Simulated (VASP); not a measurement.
VASP 6.6.1 run: Si

INCAR

```
NSW = 0
ISIF = 2
LASPH = .TRUE.
LWAVE = .FALSE.
LCHARG = .FALSE.
LREAL = .FALSE.
EDIFF = 1E-7
GGA = PE
PREC = Normal
ISMEAR = -1
NBANDS = 11
SIGMA = 0.02
NELM = 120
ISYM = 3
IBRION = -1
ENCUT = 520
```

KPOINTS

```
KPOINTS created by Atomic Simulation Environment
0
Gamma
6 6 6
0 0 0
```

POSCAR

```
Si
 1.0000000000000000
    -0.0678000000000000    2.6848999999999998    2.7610000000000001
     2.7254000000000000   -0.0871000000000000    2.7803000000000000
     2.6797000000000000    2.6585000000000001   -0.0414000000000000
 Si
   2
Cartesian
  0.1198955400000000  2.6633995599999998  2.6582912900000002
  1.5203229800000000  1.3887673199999999  1.0657750300000000
```

The recommended PBE PAW datasets give the neutral cell 8 valence electrons.

Command

```
mpirun -np 1 vasp_std
```

Predict the outcome of this run.

VASP stopped with an error.

OSZICAR

```
N       E                     dE             d eps       ncg     rms          rms(c)
DAV:   1     0.634855384978E+01    0.63486E+01   -0.31629E+03  2464   0.563E+02
DAV:   2    -0.100668509262E+02   -0.16415E+02   -0.15661E+02  3299   0.819E+01
DAV:   3    -0.106007393541E+02   -0.53389E+00   -0.53221E+00  3112   0.125E+01
DAV:   4    -0.106051907374E+02   -0.44514E-02   -0.44507E-02  2980   0.144E+00
DAV:   5    -0.106052357328E+02   -0.44995E-04   -0.44995E-04  3212   0.134E-01
```

Standard output (part)

```
POSCAR found type information on POSCAR Si
 POSCAR found :  1 types and       2 ions
 LDA part: xc-table for (Slater+PW92), standard interpolation
 POSCAR, INCAR and KPOINTS ok, starting setup
 WAVECAR not read
 entering main loop
|                     _     ____    _    _    _____     _                     |
|                    | |   | |_) | | |  | | | |  __    | |                    |
|                    |_|   |  _ <  | |  | | | | |_ |   |_|                    |
|                     _    | |_) | | |__| | | |__| |    _                     |
|     internal error in CHECK_FULL_KPOINTS: KPOINTS_FULL not properly         |
|     initialised                                                             |
|     If you are not a developer, you should not encounter this problem.      |
|     Please submit a bug report.                                             |
```
